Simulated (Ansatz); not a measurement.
# ZrSe2: the cell at several levels of theory, part 2 of 3

Ansatz 0.2.0, plane waves. The steps go on from the part before.

**3. Relaxing with r2SCAN+rVV10**

The cell of step 2 is the starting point.

The input, input.yaml:

```yaml
crystal:
  lattice:
    - [3.7454712323, 0.0, 0.0]
    - [-1.8727356162, 3.2436732363, 0.0]
    - [0.0, 0.0, 6.0123446626]
  atoms:
    - { symbol: Zr, position: [0.0, 0.0, 0.0] }
    - { symbol: Se, position: [0.3333333333, 0.6666666667, 0.2648201822] }
    - { symbol: Se, position: [0.6666666667, 0.3333333333, 0.7351798178] }
kpoints:
  mp_grid: { grid: [12, 12, 4] }
hamiltonian:
  xc: r2scan
  dispersion: rvv10
scf:
  occupations: { method: fermi_dirac, width: 0.02 }
relax:
  f_tol: 0.005
  cell: {}
output:
  write_density: true
  write_potential: true
  elf: true
  volumetric_format: npy
```

On the command line:

```console
ansatz run input.yaml --threads 4 --pin off --max-ram 7372MiB --backend cpu --events-out ev --progress --plain --runs-dir out
```

The log of the run:

```text
Warning: RAYON_NUM_THREADS=4 ignored (pool sized by the plan → 4); use --threads N
Engine: ansatz 0.2.0, aarch64-unknown-linux-gnu
Pseudopotentials: kind: paw
Pseudopotential: Zr, paw, valence charge 12, recommended cutoff 500 eV (meta_gga), Zr.paw.azcp
Pseudopotential: Se, paw, valence charge 16, recommended cutoff 500 eV (meta_gga), Se.paw.azcp
Functional definition: r2SCAN+rVV10
  parameter k0 = 0.174
  parameter k1 = 0.065
  parameter a1 = 4.9479
  exchange = r2scan_x(k0 = k0, k1 = k1, a1 = a1)
  correlation = r2scan_c + rvv10(11.95, 0.0093)
Crystal: 3 atoms, lattice volume = 73.044 Å³
Basis set: ecut = 500 eV, 1809 PW (Γ), exchange–correlation on 128×128×200 points (64 copies of the dense FFT grid, shifted against one another)
Bands: 27, of which v1, the nominal top of the filled ones, is band 22 counted from 1 (21 counted from 0)
Symmetry: 12 space group operations
Space group: P-3m1 (ITA 164), of the structure as read, at distance tolerance 4.2e-5 Å
k-points: 69 of 576
Non-local potential: Zr, projectors of the file, l = 0: 3, l = 1: 2, l = 2: 2, l = 3: 2
Non-local potential: Se, projectors of the file, l = 0: 2, l = 1: 2, l = 2: 3, l = 3: 1
PAW form: soft (Blöchl's): semilocal exchange-correlation on the pseudo side does not see the compensation charge
rVV10 density: all electrons in the spheres
PAW frozen core: Zr, regenerated for the run's functional (the file was generated under x = pbe(κ = 0.804, μ = 0.2195149727645171), c = pbe(β = 0.06672455060314922))
PAW frozen core: Se, regenerated for the run's functional (the file was generated under x = pbe(κ = 0.804, μ = 0.2195149727645171), c = pbe(β = 0.06672455060314922))
PAW one-centre angular grid: Zr, 590 points (default); XC on 160 Gauss nodes
PAW one-centre angular grid: Se, 590 points (default); XC on 160 Gauss nodes
Initial density: superposition of atomic densities (neutral atoms: chi_scale 0, normalization atom), corrected by the library's trained network
Initial wavefunctions: pseudopotential atomic-orbital guess
Functional: x = r2scan, c = r2scan + rvv10(b = 11.95, C = 0.0093); τ floored in thin density (d = 2e-4 eV/Å³)
SCF iter   1: F=—  HF=-15151.924821 eV  |F-HF|=—  |Δ(HF+E_count)|=         —  Δρ=1.07e-2  dr2=2.58e-1  dr2_τ=2.20e-2  ethr=1.77e-3  ⟨swp⟩=5.7  Hψ=7130  notcnv=0
preconditioner: auto → Resta (q_TF=auto, 2.507 Å⁻¹)  ε∞=5.0  [insulator: Δε(μ)=0.512 eV  Ē_g=8.695 eV  σ=0.020 eV  W_gap=1.00  n_scr=22 (ndim 8)  ℏωp=17.4 eV  f_vac=0.031  D(μ)=0.00/eV (n_scr^D=0)  ε∞_Penn≈5.0]
SCF iter   2: F=—  HF=-15151.911874 eV  |F-HF|=—  |Δ(HF+E_count)|=   1.29e-2  Δρ=3.19e-3  dr2=7.65e-3  dr2_τ=4.90e-3  ethr=5.86e-4  ⟨swp⟩=2.1  Hψ=2800  notcnv=0  defer=60
SCF iter   3: F=—  HF=-15151.914065 eV  |F-HF|=—  |Δ(HF+E_count)|=   2.19e-3  Δρ=1.68e-3  dr2=1.52e-3  dr2_τ=9.45e-5  ethr=1.74e-5  ⟨swp⟩=2.0  Hψ=3606  notcnv=0  defer=60
SCF iter   4: F=—  HF=-15151.914596 eV  |F-HF|=—  |Δ(HF+E_count)|=   5.31e-4  Δρ=5.45e-4  dr2=1.52e-4  dr2_τ=8.12e-6  ethr=3.46e-6  ⟨swp⟩=2.1  Hψ=2630  notcnv=0  defer=60
SCF iter   5: F=—  HF=-15151.914649 eV  |F-HF|=—  |Δ(HF+E_count)|=   5.34e-5  Δρ=1.07e-4  dr2=1.09e-5  dr2_τ=6.18e-7  ethr=3.46e-7  ⟨swp⟩=3.0  Hψ=3433  notcnv=0  defer=60
SCF iter   6: F=—  HF=-15151.914656 eV  |F-HF|=—  |Δ(HF+E_count)|=   6.72e-6  Δρ=2.44e-5  dr2=4.44e-7  dr2_τ=2.68e-8  ethr=2.48e-8  ⟨swp⟩=2.0  Hψ=2325  notcnv=0  defer=60
SCF iter   7: F=-15151.914656 eV  HF=-15151.914656 eV  |F-HF|=1.50e-8  |Δ(HF+E_count)|=   1.70e-7  Δρ=4.53e-6  dr2=3.76e-8  dr2_τ=1.27e-9  ethr=2.27e-10  ⟨swp⟩=8.5  Hψ=11715  notcnv=0
SCF 1 converged in 7 iterations: F = -15151.914656 eV  dr2 = 3.76e-8
relax step   1: F+E_penalty+E_count = -15151.91465621 eV  Δ(F+E_penalty+E_count) = +0.000e0 eV  max|allowed force component| = 1.639e-1 eV/Å  Δτ_max = 0.0000 Å  P = +1.324 GPa  Ω = 73.044 Å³  (7 SCF iters, dr2 threshold 1.00e-7 eV, accepted)
Crystal: 3 atoms, lattice volume = 81.971 Å³
Basis set: ecut = 500 eV, 2069 PW (Γ), exchange–correlation on 128×128×200 points (64 copies of the dense FFT grid, shifted against one another)
rVV10 density: all electrons in the spheres
Initial density: handed on by an earlier stage of this run
Initial wavefunctions: those handed on with the density
iter 1 solved again at ethr=1.08e-3 eV; its pass at ethr=3.10e-3 eV (dr2=4.76e-1 eV) is discarded
SCF iter   1: F=—  HF=-15151.286250 eV  |F-HF|=—  |Δ(HF+E_count)|=         —  Δρ=1.65e-2  dr2=4.76e-1  dr2_τ=3.12e-1  ethr=1.08e-3  ⟨swp⟩=1.0  Hψ=9932  notcnv=0
preconditioner: auto → Resta (q_TF=auto, 2.460 Å⁻¹)  ε∞=4.8  [insulator: Δε(μ)=1.087 eV  Ē_g=8.402 eV  σ=0.020 eV  W_gap=1.00  n_scr=22 (ndim 8)  ℏωp=16.4 eV  f_vac=0.148  D(μ)=0.00/eV (n_scr^D=0)  ε∞_Penn≈4.8]
SCF iter   2: F=—  HF=-15151.850112 eV  |F-HF|=—  |Δ(HF+E_count)|=   5.64e-1  Δρ=7.68e-3  dr2=8.98e-2  dr2_τ=2.70e-3  ethr=1.08e-3  ⟨swp⟩=2.1  Hψ=2802  notcnv=0  defer=1
SCF iter   3: F=—  HF=-15151.834974 eV  |F-HF|=—  |Δ(HF+E_count)|=   1.51e-2  Δρ=2.00e-3  dr2=5.46e-3  dr2_τ=5.50e-4  ethr=2.04e-4  ⟨swp⟩=3.2  Hψ=3799  notcnv=0  defer=2
SCF iter   4: F=—  HF=-15151.835491 eV  |F-HF|=—  |Δ(HF+E_count)|=   5.17e-4  Δρ=1.13e-3  dr2=1.74e-3  dr2_τ=2.12e-5  ethr=1.24e-5  ⟨swp⟩=2.0  Hψ=3681  notcnv=0  defer=6
SCF iter   5: F=—  HF=-15151.835905 eV  |F-HF|=—  |Δ(HF+E_count)|=   4.14e-4  Δρ=3.81e-4  dr2=3.19e-4  dr2_τ=4.31e-6  ethr=3.96e-6  ⟨swp⟩=2.0  Hψ=2735  notcnv=0  defer=6
SCF iter   6: F=—  HF=-15151.835943 eV  |F-HF|=—  |Δ(HF+E_count)|=   3.81e-5  Δρ=1.03e-4  dr2=6.81e-6  dr2_τ=1.68e-7  ethr=7.26e-7  ⟨swp⟩=2.0  Hψ=2413  notcnv=0  defer=6
SCF iter   7: F=—  HF=-15151.835954 eV  |F-HF|=—  |Δ(HF+E_count)|=   1.14e-5  Δρ=2.42e-5  dr2=8.23e-7  dr2_τ=8.82e-8  ethr=1.55e-8  ⟨swp⟩=2.0  Hψ=3305  notcnv=0  defer=6
SCF iter   8: F=-15151.835954 eV  HF=-15151.835954 eV  |F-HF|=2.59e-8  |Δ(HF+E_count)|=   1.42e-7  Δρ=6.02e-6  dr2=5.75e-8  dr2_τ=2.94e-9  ethr=6.82e-10  ⟨swp⟩=9.0  Hψ=13401  notcnv=0
SCF 2 converged in 8 iterations: F = -15151.835954 eV  dr2 = 5.75e-8
  Residual-converged pass: ⟨swp⟩=1.0  Hψ=2139  notcnv=0  max |occ|·‖R‖ = 7.0e-9 eV (tolerance 1.0e-8 eV)  dr2=5.75e-8  dr2_τ=2.94e-9  dr2_onsite=1.62e-8  max |Δocc| = 1.3e-21
relax step   2: F+E_penalty+E_count = -15151.83595425 eV  Δ(F+E_penalty+E_count) = +7.870e-2 eV  max|allowed force component| = 7.331e-1 eV/Å  Δτ_max = 0.1948 Å  P = +0.579 GPa  Ω = 81.971 Å³  energy of the carried Pulay correction = -1.465e-3 eV  (8 SCF iters, dr2 threshold 3.00e-7 eV, rejected (line search))
Crystal: 3 atoms, lattice volume = 76.876 Å³
Basis set: ecut = 500 eV, 1943 PW (Γ), exchange–correlation on 128×128×200 points (64 copies of the dense FFT grid, shifted against one another)
rVV10 density: all electrons in the spheres
iter 1 solved again at ethr=4.97e-4 eV; its pass at ethr=3.10e-3 eV (dr2=2.19e-1 eV) is discarded
SCF iter   1: F=—  HF=-15152.033744 eV  |F-HF|=—  |Δ(HF+E_count)|=         —  Δρ=1.06e-2  dr2=2.20e-1  dr2_τ=1.08e-1  ethr=4.97e-4  ⟨swp⟩=1.0  Hψ=9253  notcnv=0
preconditioner: auto → Resta (q_TF=auto, 2.486 Å⁻¹)  ε∞=5.2  [insulator: Δε(μ)=0.399 eV  Ē_g=8.243 eV  σ=0.020 eV  W_gap=1.00  n_scr=22 (ndim 8)  ℏωp=16.9 eV  f_vac=0.048  D(μ)=0.00/eV (n_scr^D=0)  ε∞_Penn≈5.2]
SCF iter   2: F=—  HF=-15151.936745 eV  |F-HF|=—  |Δ(HF+E_count)|=   9.70e-2  Δρ=4.88e-3  dr2=2.07e-2  dr2_τ=2.07e-3  ethr=4.97e-4  ⟨swp⟩=2.0  Hψ=2678  notcnv=0
SCF iter   3: F=—  HF=-15151.935623 eV  |F-HF|=—  |Δ(HF+E_count)|=   1.12e-3  Δρ=1.89e-3  dr2=3.73e-3  dr2_τ=2.67e-4  ethr=4.70e-5  ⟨swp⟩=3.0  Hψ=3613  notcnv=0
SCF iter   4: F=—  HF=-15151.936142 eV  |F-HF|=—  |Δ(HF+E_count)|=   5.19e-4  Δρ=6.82e-4  dr2=4.59e-4  dr2_τ=7.24e-6  ethr=8.47e-6  ⟨swp⟩=2.0  Hψ=3658  notcnv=0
SCF iter   5: F=—  HF=-15151.936266 eV  |F-HF|=—  |Δ(HF+E_count)|=   1.24e-4  Δρ=2.43e-4  dr2=6.13e-5  dr2_τ=2.09e-6  ethr=1.04e-6  ⟨swp⟩=2.1  Hψ=2455  notcnv=0
SCF iter   6: F=—  HF=-15151.936279 eV  |F-HF|=—  |Δ(HF+E_count)|=   1.27e-5  Δρ=6.17e-5  dr2=3.53e-6  dr2_τ=7.99e-8  ethr=1.39e-7  ⟨swp⟩=2.0  Hψ=3304  notcnv=0
SCF iter   7: F=—  HF=-15151.936283 eV  |F-HF|=—  |Δ(HF+E_count)|=   4.42e-6  Δρ=1.15e-5  dr2=9.17e-8  dr2_τ=5.81e-9  ethr=8.03e-9  ⟨swp⟩=2.0  Hψ=2428  notcnv=0
SCF iter   8: F=—  HF=-15151.936283 eV  |F-HF|=—  |Δ(HF+E_count)|=   6.71e-8  Δρ=2.54e-6  dr2=6.31e-9  dr2_τ=2.29e-10  ethr=2.08e-10  ⟨swp⟩=2.0  Hψ=2415  notcnv=0
SCF iter   9: F=—  HF=-15151.936283 eV  |F-HF|=—  |Δ(HF+E_count)|=   3.27e-9  Δρ=5.49e-7  dr2=3.54e-10  dr2_τ=1.13e-11  ethr=1.43e-11  ⟨swp⟩=2.0  Hψ=2416  notcnv=0
SCF iter  10: F=-15151.936283 eV  HF=-15151.936283 eV  |F-HF|=3.64e-12  |Δ(HF+E_count)|=  1.04e-10  Δρ=1.13e-7  dr2=1.03e-11  dr2_τ=4.99e-13  ethr=1.00e-12  ⟨swp⟩=6.0  Hψ=8616  notcnv=0
SCF 3 converged in 10 iterations: F = -15151.936283 eV  dr2 = 1.03e-11
relax step   3: F+E_penalty+E_count = -15151.93628309 eV  Δ(F+E_penalty+E_count) = -2.163e-2 eV  max|allowed force component| = 5.182e-2 eV/Å  Δτ_max = 0.0694 Å  P = +0.049 GPa  Ω = 76.876 Å³  energy of the carried Pulay correction = -6.498e-4 eV  (10 SCF iters, accepted)
Crystal: 3 atoms, lattice volume = 76.754 Å³
rVV10 density: all electrons in the spheres
iter 1 solved again at ethr=1.28e-6 eV; its pass at ethr=3.10e-3 eV (dr2=5.63e-4 eV) is discarded
SCF iter   1: F=—  HF=-15151.936883 eV  |F-HF|=—  |Δ(HF+E_count)|=         —  Δρ=4.72e-4  dr2=5.09e-4  dr2_τ=2.15e-4  ethr=1.28e-6  ⟨swp⟩=2.7  Hψ=8924  notcnv=0
preconditioner: auto → Resta (q_TF=auto, 2.487 Å⁻¹)  ε∞=5.1  [insulator: Δε(μ)=0.581 eV  Ē_g=8.343 eV  σ=0.020 eV  W_gap=1.00  n_scr=22 (ndim 8)  ℏωp=17.0 eV  f_vac=0.058  D(μ)=0.00/eV (n_scr^D=0)  ε∞_Penn≈5.1]
SCF iter   2: F=—  HF=-15151.936988 eV  |F-HF|=—  |Δ(HF+E_count)|=   1.05e-4  Δρ=1.98e-4  dr2=3.49e-5  dr2_τ=5.25e-6  ethr=1.16e-6  ⟨swp⟩=2.0  Hψ=2333  notcnv=0
SCF iter   3: F=—  HF=-15151.936991 eV  |F-HF|=—  |Δ(HF+E_count)|=   2.17e-6  Δρ=9.43e-5  dr2=8.74e-6  dr2_τ=4.62e-7  ethr=7.92e-8  ⟨swp⟩=2.5  Hψ=2880  notcnv=0
SCF iter   4: F=—  HF=-15151.936993 eV  |F-HF|=—  |Δ(HF+E_count)|=   2.31e-6  Δρ=3.32e-5  dr2=1.06e-6  dr2_τ=2.29e-8  ethr=1.99e-8  ⟨swp⟩=2.1  Hψ=3187  notcnv=0
SCF iter   5: F=-15151.936993 eV  HF=-15151.936993 eV  |F-HF|=2.16e-8  |Δ(HF+E_count)|=   3.21e-7  Δρ=1.11e-5  dr2=1.18e-7  dr2_τ=4.80e-9  ethr=6.82e-10  ⟨swp⟩=8.8  Hψ=14619  notcnv=0
SCF 4 converged in 5 iterations: F = -15151.936993 eV  dr2 = 1.18e-7
relax step   4: F+E_penalty+E_count = -15151.93699317 eV  Δ(F+E_penalty+E_count) = -7.101e-4 eV  max|allowed force component| = 3.729e-3 eV/Å  Δτ_max = 0.0042 Å  P = +0.006 GPa  Ω = 76.754 Å³  energy of the carried Pulay correction = -6.297e-4 eV  (5 SCF iters, dr2 threshold 3.00e-7 eV, accepted)
Crystal: 3 atoms, lattice volume = 76.801 Å³
rVV10 density: all electrons in the spheres
iter 1 solved again at ethr=1.72e-8 eV; its pass at ethr=3.10e-3 eV (dr2=7.59e-6 eV) is discarded
SCF iter   1: F=—  HF=-15151.936972 eV  |F-HF|=—  |Δ(HF+E_count)|=         —  Δρ=1.34e-4  dr2=7.30e-6  dr2_τ=4.16e-5  ethr=1.72e-8  ⟨swp⟩=3.0  Hψ=9645  notcnv=0
preconditioner: auto → Resta (q_TF=auto, 2.486 Å⁻¹)  ε∞=5.1  [insulator: Δε(μ)=0.595 eV  Ē_g=8.349 eV  σ=0.020 eV  W_gap=1.00  n_scr=22 (ndim 8)  ℏωp=16.9 eV  f_vac=0.060  D(μ)=0.00/eV (n_scr^D=0)  ε∞_Penn≈5.1]
SCF iter   2: F=—  HF=-15151.937035 eV  |F-HF|=—  |Δ(HF+E_count)|=   6.27e-5  Δρ=7.29e-5  dr2=2.05e-6  dr2_τ=1.55e-7  ethr=1.66e-8  ⟨swp⟩=2.0  Hψ=3381  notcnv=0
SCF iter   3: F=—  HF=-15151.937036 eV  |F-HF|=—  |Δ(HF+E_count)|=   1.45e-6  Δρ=1.46e-5  dr2=1.11e-7  dr2_τ=1.44e-8  ethr=4.66e-9  ⟨swp⟩=2.0  Hψ=2415  notcnv=0
SCF iter   4: F=-15151.937037 eV  HF=-15151.937037 eV  |F-HF|=9.94e-9  |Δ(HF+E_count)|=   1.86e-7  Δρ=4.79e-6  dr2=1.29e-8  dr2_τ=1.81e-9  ethr=5.30e-11  ⟨swp⟩=8.4  Hψ=12392  notcnv=0
SCF 5 converged in 4 iterations: F = -15151.937037 eV  dr2 = 1.29e-8
relax step   5: F+E_penalty+E_count = -15151.93703660 eV  Δ(F+E_penalty+E_count) = -4.343e-5 eV  max|allowed force component| = 1.725e-5 eV/Å  Δτ_max = 0.0011 Å  P = +0.013 GPa  Ω = 76.801 Å³  energy of the carried Pulay correction = -6.376e-4 eV  (4 SCF iters, dr2 threshold 2.33e-8 eV, accepted)
Basis set: ecut = 500 eV, 1943 PW (Γ), exchange–correlation on 128×128×216 points (64 copies of the dense FFT grid, shifted against one another)
rVV10 density: all electrons in the spheres
Initial wavefunctions: pseudopotential atomic-orbital guess (no wavefunctions were taken with the density)
iter 1 solved again at ethr=7.31e-8 eV; its pass at ethr=3.10e-3 eV (dr2=3.22e-5 eV) is discarded
SCF iter   1: F=—  HF=-15151.937642 eV  |F-HF|=—  |Δ(HF+E_count)|=         —  Δρ=1.15e-4  dr2=6.67e-7  dr2_τ=5.72e-6  ethr=7.31e-8  ⟨swp⟩=3.4  Hψ=12774  notcnv=0
preconditioner: auto → Resta (q_TF=auto, 2.486 Å⁻¹)  ε∞=5.1  [insulator: Δε(μ)=0.594 eV  Ē_g=8.349 eV  σ=0.020 eV  W_gap=1.00  n_scr=22 (ndim 8)  ℏωp=16.9 eV  f_vac=0.059  D(μ)=0.00/eV (n_scr^D=0)  ε∞_Penn≈5.1]
SCF iter   2: F=—  HF=-15151.937708 eV  |F-HF|=—  |Δ(HF+E_count)|=   6.56e-5  Δρ=5.94e-5  dr2=1.90e-7  dr2_τ=9.33e-7  ethr=1.52e-9  ⟨swp⟩=2.0  Hψ=3381  notcnv=0
SCF iter   3: F=—  HF=-15151.937714 eV  |F-HF|=—  |Δ(HF+E_count)|=   6.39e-6  Δρ=4.26e-6  dr2=2.44e-8  dr2_τ=5.16e-9  ethr=4.32e-10  ⟨swp⟩=2.0  Hψ=3381  notcnv=0
SCF iter   4: F=—  HF=-15151.937714 eV  |F-HF|=—  |Δ(HF+E_count)|=   2.40e-9  Δρ=1.45e-6  dr2=1.20e-9  dr2_τ=4.05e-10  ethr=5.54e-11  ⟨swp⟩=3.0  Hψ=3304  notcnv=0
SCF iter   5: F=—  HF=-15151.937714 eV  |F-HF|=—  |Δ(HF+E_count)|=   1.78e-9  Δρ=3.02e-7  dr2=5.73e-11  dr2_τ=1.25e-11  ethr=2.72e-12  ⟨swp⟩=2.0  Hψ=2569  notcnv=0
SCF iter   6: F=-15151.937714 eV  HF=-15151.937714 eV  |F-HF|=5.46e-12  |Δ(HF+E_count)|=  1.20e-10  Δρ=1.11e-7  dr2=1.13e-11  dr2_τ=6.50e-13  ethr=1.00e-12  ⟨swp⟩=5.7  Hψ=8280  notcnv=0
SCF 6 converged in 6 iterations: F = -15151.937714 eV  dr2 = 1.13e-11
relax step   6: F+E_penalty+E_count = -15151.93771422 eV  Δ(F+E_penalty+E_count) = -6.776e-4 eV  max|allowed force component| = 1.108e-5 eV/Å  Δτ_max = 0.0000 Å  P = +0.016 GPa  Ω = 76.801 Å³  stress off target by 2.17e-2 GPa  SCF on the basis re-selected at this cell (its energy is not comparable with the rows above)  (6 SCF iters)
basis re-selected at this cell: Δ(F+E_penalty+E_count) = -6.776e-4 eV, ΔP = +0.003 GPa vs the last step (what re-selecting the basis moved, of the pressure what is left beyond the Pulay correction that the steps carried, after the strain that the cell walked since its last selection, with what the two solves' SCF thresholds leave and, on support functions, any second-order correction that the steps lacked; it is no measure of the basis error at this ecutwfc). The dense FFT grid was sized anew with the basis: this SCF ran on 32×32×54 points, the steps before it on 32×32×50, so part of this shift can come from that change (see relax.cell in the input reference). This SCF's stress stands 2.17e-2 GPa from its target on what of the cell is left free (relax.cell.stress_tol is 5.00e-2 GPa) and its largest allowed force component is 1.11e-5 eV/Å (relax.f_tol is 5.00e-3 eV/Å): within both
SCF converged after 6 iterations
Free energy (F): -15151.937714 eV
Harris-Foulkes:  -15151.937714 eV  (|F-HF|=5.46e-12)
Internal energy: -15151.937714 eV  (E = F + TS)
E sigma→0 (E₀):  -15151.937714 eV
Fermi energy:    8.885894 eV
--- Per-component energies (eV) ---
  E_band       = -930.001643
  E_kinetic    = 569.574079
  E_local      = -5834.754770  (includes V_loc(G=0)·N_el)
  E_nonlocal   = -1114.016376
  E_hartree    = 2757.141974
  E_xc         = -349.539876
  E_vxc        = -422.787794  (∫ρ·V_xc dr)
  E_paw        = -6819.543519  (= ΣΔE_a)
  E_vpaw       = 335.123348  (= ΣTr[D̂ρ^β])
  E_aug_tail   = -0.000412  (compensation charges beyond the density's cutoff)
  E_vtau       = 22.576418  (kinetic-family band-sum trace: ∫τ·v_τ [+ j·A + Jᵃ·Aᵃ] dr)
  E_ewald      = -4357.104532
  E_core_change = -3.694282  (= ΣΔE_core)
  E_smearing   = -0.000000  (= −TS)
  E_closure    = -0.000000  (closes the sum)
  Σ components = -15151.937714   (vs F -15151.937714, Δ=0.00e0)
--- Forces (eV/Å), atoms counted from 1 ---
  atom   1  Zr     0.00000000    -0.00000000     0.00000000
  atom   2  Se    -0.00000000     0.00000000     0.00001108
  atom   3  Se     0.00000000    -0.00000000    -0.00001108
  max |Σ_I F_I| component: 1.69e-21 eV/Å
--- Stress (GPa, compression-positive) ---
        0.012935       0.000000       0.000000
        0.000000       0.012935      -0.000000
        0.000000      -0.000000       0.021707
  P = ⅓ Tr σ = 0.0159 GPa (0.159 kbar)
--- Band table (eV; the first three rows and the last of 69) ---
  k-point 0: bands = ["-42.5976", "-39.0409", "-39.0409", "-39.0407", "-39.0407", "-39.0347", "-39.0344", "-39.0317", "-39.0317", "-39.0316", "-39.0316", "-19.9345", "-19.8235", "-19.8235", "-5.1305", "-3.8072", "3.7499", "5.7972", "5.7972", "8.5232", "8.5232", "8.5841", "9.9234", "9.9234", "10.4269", "13.1108", "13.1108"]
  k-point 1: bands = ["-42.5976", "-39.0410", "-39.0410", "-39.0406", "-39.0406", "-39.0347", "-39.0345", "-39.0318", "-39.0318", "-39.0315", "-39.0315", "-19.9347", "-19.8235", "-19.8235", "-5.0094", "-3.9915", "4.2131", "5.8238", "5.8238", "7.5440", "8.4294", "8.4294", "9.9091", "9.9091", "10.7441", "13.3149", "13.3149"]
  k-point 2: bands = ["-42.5976", "-39.0410", "-39.0410", "-39.0406", "-39.0406", "-39.0346", "-39.0345", "-39.0318", "-39.0318", "-39.0315", "-39.0315", "-19.9349", "-19.8235", "-19.8235", "-4.8263", "-4.2353", "4.9880", "5.8515", "5.8515", "6.4030", "8.3385", "8.3385", "9.8942", "9.8942", "10.8765", "13.5313", "13.5313"]
  k-point 68: bands = ["-42.5849", "-39.0410", "-39.0408", "-39.0408", "-39.0380", "-39.0341", "-39.0341", "-39.0313", "-39.0313", "-39.0313", "-39.0313", "-19.9567", "-19.9567", "-19.8798", "-3.8707", "-3.8707", "4.7648", "4.7648", "5.1767", "6.0909", "6.4808", "6.4808", "10.7162", "11.0789", "11.0789", "13.7468", "13.7468"]
--- Relaxed structure (5 steps of the walk, 4 accepted, 1 SCFs on fresh bases) ---
  F+E_penalty+E_count = -15151.93771422 eV   max|allowed force component| = 1.108e-5 eV/Å   (the final SCF, on the basis selected at the relaxed cell)
  cell:  # Å, volume = 76.8012 Å³
    - [3.788112595070594, 2.919612573584517e-11, 4.7149124528527584e-18]
    - [-1.8940562975605817, 3.2806017397123313, 2.311115933264683e-33]
    - [7.568521278715046e-18, 4.369687797711328e-18, 6.180047338506688]
  atoms:
    - { symbol: Zr, position: [-1.8681147818010333e-35, -1.700845435993962e-35, -1.2021956306328897e-20] }
    - { symbol: Se, position: [0.33333333333333337, 0.6666666666666667, 0.2538106342284967] }
    - { symbol: Se, position: [0.6666666666666666, 0.33333333333333337, 0.7461893657715031] }
```

It took 38 s on 4 threads of Arm Neoverse V1, shared host; peak memory 0.76 GiB.

Step by step:

```
step  energy change (meV/atom)  largest force (eV/Å)  pressure (GPa)  volume (Å³/atom)
   1                       0.0                0.1639            1.32            24.348
  2*                      26.2                0.7331            0.58            27.324
   3                      -7.2                0.0518            0.05            25.625
   4                      -7.4                0.0037            0.01            25.585
   5                      -7.5                0.0000            0.01            25.600
   6                      -7.7                0.0000            0.02            25.600
```

A star marks a trial step that the optimiser took back.

Step 6 solves the same cell on a plane-wave basis chosen anew, so the energy can jump there without a move.

The table lists every geometry solved, with passes on a fresh basis, whose energies don't compare exactly with the rows above.

|  | before | after | change |
| --- | --- | --- | --- |
| a (Å) | 3.745 | 3.788 | +1.14 % |
| c (Å) | 6.012 | 6.180 | +2.79 % |
| volume (Å³/atom) | 24.348 | 25.600 | +5.14 % |
| shortest distance (Å) | 2.685 | 2.691 | +0.22 % |
| space group | P-3m1 | P-3m1 | same |

Density in a lattice plane of the grid's cell (edges 3.79 and 6.18 Å, at 0.333 of the third edge), which holds Se.

Values in e/Å³, 12 rows by 8 columns:
```
 0.21  0.19  0.19  0.23  0.37  0.50  0.47  0.32
 0.26  0.12  0.15  0.37  1.05  4.27  2.86  0.71
 0.28  0.10  0.12  0.42  3.05 31.49 17.49  1.26
 0.17  0.06  0.08  0.28  1.15  5.85  3.78  0.67
 0.07  0.03  0.04  0.10  0.28  0.50  0.44  0.21
 0.04  0.03  0.03  0.04  0.07  0.09  0.09  0.06
 0.07  0.10  0.10  0.06  0.03  0.03  0.03  0.04
 0.17  0.28  0.26  0.14  0.05  0.03  0.03  0.07
 0.27  0.45  0.41  0.21  0.08  0.04  0.05  0.11
 0.26  0.42  0.39  0.21  0.09  0.05  0.06  0.11
 0.21  0.37  0.32  0.16  0.09  0.07  0.07  0.10
 0.20  0.34  0.29  0.16  0.14  0.14  0.14  0.14
```
Columns run along the first of these edges and rows up along the second, over one cell in 8 and 12 even steps from the bottom left corner. Atoms in the plane (fractional): Se at (0.67, 0.75).

ELF in the same plane.

Values, 12 rows by 8 columns:
```
0.20 0.08 0.08 0.33 0.68 0.71 0.71 0.61
0.59 0.12 0.22 0.72 0.76 0.57 0.65 0.77
0.72 0.18 0.36 0.77 0.70 0.17 0.33 0.78
0.65 0.11 0.25 0.74 0.81 0.66 0.72 0.81
0.29 0.03 0.06 0.49 0.79 0.85 0.84 0.74
0.03 0.06 0.05 0.05 0.24 0.48 0.43 0.15
0.29 0.56 0.50 0.19 0.03 0.02 0.02 0.05
0.65 0.77 0.75 0.53 0.14 0.02 0.03 0.24
0.72 0.79 0.78 0.62 0.22 0.04 0.05 0.36
0.59 0.66 0.65 0.52 0.21 0.05 0.07 0.31
0.20 0.27 0.25 0.18 0.12 0.10 0.10 0.13
0.08 0.18 0.13 0.08 0.28 0.47 0.43 0.19
```
Columns run along the first of these edges and rows up along the second, over one cell in 8 and 12 even steps from the bottom left corner. Atoms in the plane (fractional): Se at (0.67, 0.75).

Both are smooth fields of the valence electrons: close to the nuclei they are not physical.

Outside the cores ELF peaks at 0.85 beside Se, off the lines to its neighbours, 0.9 Å from Se.

(Part 2 of 3 ends here.)
